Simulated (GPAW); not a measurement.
Crystal: ZnO (zincite).

```
Zn O
1.0
     3.24931    0.00000    0.00000
    -1.62465    2.81398    0.00000
     0.00000    0.00000    5.20571
Zn O
2 2
Direct
  0.66667 0.33333 0.00000
  0.33333 0.66667 0.50000
  0.33333 0.66667 0.87901
  0.66667 0.33333 0.37901
```

```yaml
Program: GPAW 26.7.0
Task: relaxation of cell and atoms
Functional: PBE
Potentials_or_basis: GPAW PAW data sets (gpaw-data 1.2.1)
Cutoff: 800 eV
Basis: pw
k_mesh: 6 × 6 × 3
Occupations: fermi-dirac, width 0.05 eV
Spin: no spin polarisation
```

At the start: pressure 5.1 GPa; volume 11.90 Å³/atom.

Problem. How do energy, volume and symmetry change on relaxing?

Solution. Over 6 steps the energy falls by 7.2 meV/atom and the volume is 12.35 Å³/atom (+3.7 %); space group P6_3mc (No. 186, to 0.05 Å).

Step by step:
```tsv
step	energy change (eV)	largest force (eV/Å)	pressure (GPa)	volume (Å³)
1	0.0000	0.0733	5.06	47.60
2	-0.0062	0.0529	4.45	47.79
3	-0.0281	0.0493	0.46	49.16
4	-0.0285	0.0460	0.16	49.28
5	-0.0287	0.0316	-0.06	49.36
6	-0.0289	0.0116	-0.12	49.38
```

Final structure:
```
Zn O
1.0
     3.28570    0.00000    0.00000
    -1.64285    2.84550    0.00000
     0.00000    0.00000    5.28174
Zn O
2 2
Direct
  0.66667 0.33333 0.99927
  0.33333 0.66667 0.49927
  0.33333 0.66667 0.87974
  0.66667 0.33333 0.37974
```

Caveat: the k mesh is coarse; later steps reuse the first step's grids.
